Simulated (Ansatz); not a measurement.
input.yaml (Ansatz)

```yaml
crystal:
  lattice:
    - [2.1005919712, 0.0, 0.0]
    - [-1.0502959856, 1.81916601, 0.0]
    - [0.0, 0.0, 6.8605333778]
  atoms:
    - { symbol: B, position: [0.0, 0.0, 0.0] }
    - { symbol: B, position: [0.0, 0.0, 0.5] }
    - { symbol: B, position: [0.3333333333, 0.6666666667, 0.25] }
    - { symbol: B, position: [0.6666666667, 0.3333333333, 0.75] }
hamiltonian:
  xc: revpbe
  pseudopotentials:
    kind: paw
    azcp:
      B: "pseudopotentials/B.paw.azcp"
basis:
  ecutwfc: 420
  fft_grid_basis: typed
kpoints:
  mp_grid: { grid: [17, 17, 5], shift: [0, 0, 0] }
magnetization:
  spin_polarized: false
scf:
  occupations: { method: fermi_dirac, width: 0.1 }
relax:
  max_steps: 60
  f_tol: 0.01
  cell: {}
```

Terminal output

```
Engine: ansatz 0.2.0, x86_64-unknown-linux-gnu
Pseudopotentials: kind: paw
Pseudopotential: B, paw, valence charge 3, recommended cutoff 420 eV (normal) 
Functional definition: revPBE
  parameter kappa = 1.245
  parameter beta = 0.06672455060314922
  exchange = pbe_x(kappa = kappa, mu = beta*pi^2/3)
  correlation = pbe_c(beta = beta)
Crystal: 4 atoms, lattice volume = 26.216 Å³
Basis set: ecut = 420 eV, 515 PW (Γ), exchange–correlation on 30×30×96 points (8 copies of the dense FFT grid, shifted against one another)
Bands: 10, of which v1, the nominal top of the filled ones, is band 6 counted from 1 (5 counted from 0)
Symmetry: 24 space group operations
Space group: P63/mmc (ITA 194), of the structure as read, at distance tolerance 3.0e-5 Å
k-points: 99 of 1445
Non-local potential: B, projectors of the file, l = 0: 2, l = 1: 2, l = 2: 1
PAW form: soft (Blöchl's): semilocal exchange-correlation on the pseudo side does not see the compensation charge
PAW frozen core: B, regenerated for the run's functional, and the local potential with it (the file was generated under x = pbe(κ = 0.804, μ = 0.2195149727645171), c = pbe(β = 0.06672455060314922))
PAW one-centre angular grid: B, 110 points (default); XC on 64 Gauss nodes
Initial density: superposition of atomic densities (neutral atoms: chi_scale 0, normalization atom), corrected by the library's trained network
Initial wavefunctions: pseudopotential atomic-orbital guess
Functional: x = revpbe(κ = 1.245, μ = 0.2195149727645171), c = pbe(β = 0.06672455060314922)
SCF iter   1: F=—  HF=-621.008062 eV  |F-HF|=—  |Δ(HF+E_count)|=         —  Δρ=5.51e-3  dr2=5.54e-3  ethr=1.77e-3  ⟨swp⟩=4.7  Hψ=5778  notcnv=0
SCF iter   2: F=—  HF=-621.007567 eV  |F-HF|=—  |Δ(HF+E_count)|=   4.95e-4  Δρ=3.34e-3  dr2=2.09e-3  ethr=4.62e-5  ⟨swp⟩=1.1  Hψ=1827  notcnv=0
SCF iter   3: F=—  HF=-621.007069 eV  |F-HF|=—  |Δ(HF+E_count)|=   4.98e-4  Δρ=1.21e-4  dr2=1.22e-6  ethr=1.74e-5  ⟨swp⟩=1.9  Hψ=1389  notcnv=0
SCF iter   4: F=—  HF=-621.007085 eV  |F-HF|=—  |Δ(HF+E_count)|=   1.63e-5  Δρ=2.01e-5  dr2=1.54e-7  ethr=1.02e-8  ⟨swp⟩=2.0  Hψ=1578  notcnv=0
iter 5 did not close the SCF: its close was put off for the readings that it lacked (scf_convergence_deferred on its scf_iter line)
SCF iter   5: F=-621.007085 eV  HF=-621.007085 eV  |F-HF|=1.14e-8  |Δ(HF+E_count)|=   2.32e-8  Δρ=5.71e-6  dr2=1.46e-8  ethr=1.28e-9  ⟨swp⟩=2.0  Hψ=1411  notcnv=0
SCF iter   6: F=-621.007085 eV  HF=-621.007085 eV  |F-HF|=3.64e-12  |Δ(HF+E_count)|=   3.63e-9  Δρ=1.18e-6  dr2=1.55e-10  ethr=1.22e-10  ⟨swp⟩=1.6  Hψ=2933  notcnv=0
SCF 1 converged in 6 iterations: F = -621.007085 eV  dr2 = 1.55e-10
...
SCF 60 converged in 6 iterations: F = -624.111063 eV  dr2 = 7.44e-13
relax step  60: F+E_penalty+E_count = -624.11106285 eV  Δ(F+E_penalty+E_count) = +5.990e-4 eV  max|allowed force component| = 2.118e-22 eV/Å  Δτ_max = 0.0000 Å  P = +0.013 GPa  Ω = 55.770 Å³  energy of the carried Pulay correction = -1.074e-3 eV  (6 SCF iters, accepted)
Step failed. What follows is not a result of the run: it is the report of the last solve that finished, which converged after 6 SCF iterations.
Free energy (F): -624.111063 eV
Harris-Foulkes:  -624.111063 eV  (|F-HF|=1.25e-12)
Internal energy: -624.092468 eV  (E = F + TS)
E sigma→0 (E₀):  -624.101765 eV
Entropy (-TS):   -0.018595 eV (-4.649 meV/atom)
Fermi energy:    4.081581 eV
--- Per-component energies (eV) ---
  E_band       = -53.856101
  E_kinetic    = 202.316332
  E_local      = -585.858845  (includes V_loc(G=0)·N_el)
  E_nonlocal   = 40.985595
  E_hartree    = 225.229798
  E_xc         = -128.324581
  E_vxc        = -151.971534  (∫ρ·V_xc dr)
  E_paw        = -317.457678  (= ΣΔE_a)
  E_vpaw       = -9.787209  (= ΣTr[D̂ρ^β])
  E_aug_tail   = -0.000013  (compensation charges beyond the density's cutoff)
  E_ewald      = -60.947454
  E_core_change = -0.035621  (= ΣΔE_core)
  E_smearing   = -0.018595  (= −TS)
  E_closure    = 0.000000  (closes the sum)
  Σ components = -624.111063   (vs F -624.111063, Δ=0.00e0)
--- Forces (eV/Å), atoms counted from 1 ---
  atom   1  B     -0.00000000    -0.00000000    -0.00000000
  atom   2  B     -0.00000000    -0.00000000     0.00000000
  atom   3  B     -0.00000000    -0.00000000     0.00000000
  atom   4  B      0.00000000     0.00000000     0.00000000
  max |Σ_I F_I| component: 5.26e-31 eV/Å
--- Stress (GPa, compression-positive) ---
       -0.259679      -0.000000       0.000000
       -0.000000      -0.259679       0.000000
        0.000000       0.000000      -0.146893
  P = ⅓ Tr σ = -0.2221 GPa (-2.221 kbar)
--- Band table (eV; the first three rows and the last of 99) ---
  k-point 0: bands = ["-12.8252", "-12.8220", "-12.8220", "-12.8187", "-3.5869", "-3.5263", "-3.5261", "-3.4632", "5.9158", "6.6501"]
  k-point 1: bands = ["-12.8251", "-12.8230", "-12.8210", "-12.8189", "-3.5840", "-3.5452", "-3.5070", "-3.4664", "5.9462", "6.3917"]
  k-point 2: bands = ["-12.8246", "-12.8239", "-12.8201", "-12.8193", "-3.5757", "-3.5624", "-3.4896", "-3.4756", "6.0368", "6.1861"]
  k-point 98: bands = ["-0.3607", "-0.3607", "-0.3605", "-0.3604", "2.0170", "2.0170", "2.0171", "2.0171", "12.4064", "12.4074"]
End of that report.
Error: variable-cell relaxation did not converge after 60 `relax_step` rows, as none of its last 6 fresh-basis SCF(s) at a relaxed cell met both thresholds with a finite energy. The last misses `relax.cell.stress_tol`: largest allowed force component 2.43e-22 eV/Å (`relax.f_tol` 1.00e-2 eV/Å), stress off the target on the free part of the cell 1.12e-1 GPa (`relax.cell.stress_tol` 5.00e-2 GPa), F+E_penalty+E_count -624.11166184 eV. The closest is row 59, whose structure comes with this error. Larger ratio of force or stress to its threshold at each such SCF whose figures are numbers: 569.057, 78.631, 27.580, 10.179, 4.290, 2.234. The dense FFT grid had 15×15×48 points at the cell where the steps before the first such SCF started and, at each such SCF in turn, 12×12×75, 12×12×96, 12×12×120, 12×12×128, 12×12×144, 12×12×144, so 5 of them had another grid than the one listed just before. After the last such SCF `relax.max_steps` ran out. If the threshold ratios fall while the rows' cell is stable, continue in a new run from this error's structure with a larger `relax.max_steps`. Ratios that fall only as the cell collapses won't converge, and for ratios that don't fall see `relax.cell`. Where this run's directory can be resumed (`checkpoint.write`), a resume goes on for up to `relax.max_steps` more
  cell:  # Å, volume = 54.9131 Å³
    - [1.7226601862384405, 4.147947440880566e-31, 0.0]
    - [-0.8613300931192203, 1.4918674833705219, 0.0]
    - [0.0, 0.0, 21.36710702283529]
  atoms:
    - { symbol: B, position: [-4.821322623736707e-34, -6.859835714043375e-34, 3.892879748009598e-36] }
    - { symbol: B, position: [-7.844972554208987e-34, -6.120445192674071e-34, 0.5] }
    - { symbol: B, position: [0.33333333333333337, 0.6666666666666669, 0.25] }
    - { symbol: B, position: [0.6666666666666667, 0.33333333333333337, 0.7500000000000001] }
```

The calculation stopped without meeting its thresholds.
